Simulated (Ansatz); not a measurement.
# Rh (bcc type): how the settings move a single-point run

Aim: see which settings change the result for Rh (bcc type), by how much, and at what cost.

Computed with Ansatz 0.2.0 (reference: DFT, PBE, PAW with Ansatz's default frozen-core files, scalar-relativistic, unless a step's input says otherwise).

## Step 1: The structure to begin with

Symmetry: Im-3m, No. 229, cubic system. The conventional cell has a = 2.263 Å, b = 2.263 Å, c = 2.263 Å, α = 90.00°, β = 90.00°, γ = 90.00°. Rh (site symmetry m-3m) has 8 Rh at 1.96 Å in its first shell of neighbours.

Coordinates:

```cif
data_structure
_symmetry_space_group_name_H-M 'Im-3m'
_symmetry_Int_Tables_number 229
_cell_length_a 2.2634
_cell_length_b 2.2634
_cell_length_c 2.2634
_cell_angle_alpha 90.000
_cell_angle_beta 90.000
_cell_angle_gamma 90.000
_cell_volume 11.59
loop_
_atom_site_label
_atom_site_type_symbol
_atom_site_symmetry_multiplicity
_atom_site_Wyckoff_symbol
_atom_site_fract_x
_atom_site_fract_y
_atom_site_fract_z
_atom_site_occupancy
Rh1 Rh 2 a 0.00000 0.00000 0.00000 1
```

## Step 2: Baseline

input.yaml

```yaml
crystal:
  lattice:
    - [-1.1316814189, 1.1316814189, 1.1316814189]
    - [1.1316814189, -1.1316814189, 1.1316814189]
    - [1.1316814189, 1.1316814189, -1.1316814189]
  atoms:
    - { symbol: Rh, position: [0.0, 0.0, 0.0] }
kpoints:
  mp_grid: { grid: [17, 17, 17] }
scf:
  occupations: { method: fermi_dirac, width: 0.1 }
hamiltonian:
  xc: pbe
  pseudopotentials: { kind: paw }
output:
  forces: true
  stress: true
  eigenvalues: true
basis:
  ecutwfc: 250
```

The run is started by

```console
> ansatz run input.yaml --threads 1 --pin off --max-ram 2048MiB --backend cpu --events-out ev --progress --plain --runs-dir out
```

## Step 3: Variant: lower_state_search off, eigensolver.kind davidson, dispersion d3bjatm, basis.precision f64

input.yaml: that of step 2 with these lines changed.

```diff
@@ -11,2 +11,4 @@
   occupations: { method: fermi_dirac, width: 0.1 }
+  lower_state_search: "off"
+  eigensolver: { kind: davidson }
 hamiltonian:
@@ -14,2 +16,3 @@
   pseudopotentials: { kind: paw }
+  dispersion: d3bjatm
 output:
@@ -20 +23,2 @@
   ecutwfc: 250
+  precision: f64
```

**Question.** What will these runs give? Wanted: for each run, ending; energy change; pressure; gap; force.

**Answer**, as computed:

| run | ending | energy change | pressure (GPa) | gap (eV) | force (eV/Å) | cycles | time |
| --- | --- | --- | --- | --- | --- | --- | --- |
| reference | converged | 0 | 1876.1 | 0.00 | 0.00 | 7 | 1.6 s |
| 1: lower_state_search off, eigensolver.kind davidson, dispersion d3bjatm, basis.precision f64 | converged | -1.12 eV/atom (dispersion and other settings together) | 1857.1 | 0.00 | 0.00 | 7 | 2.8 s |

Residual by cycle in the longest SCF loop of each run; runs are numbered as in the table. The quantity is the density residual dr2, in eV.

| cycle | reference | run 1 |
| --- | --- | --- |
| 1 | 22.3 | 22.4 |
| 2 | 2.04 | 2.04 |
| 3 | 0.0994 | 0.101 |
| 4 | 6.6e-4 | 7.1e-4 |
| 5 | 1.6e-5 | 2.2e-5 |
| 6 | 2.1e-7 | 3.5e-7 |
| 7 | 1.2e-9 | 1.7e-9 |

**Reading.** The energy moves by -1.12 eV/atom, nearly all of it the dispersion term itself (-1.12 eV/atom); that offset belongs to the model and is no gain or loss of stability; the pressure goes from 1876.1 to 1857.1 GPa. The structure is not at rest: the sound run finds 1876 GPa, so these are no properties of the relaxed crystal. 
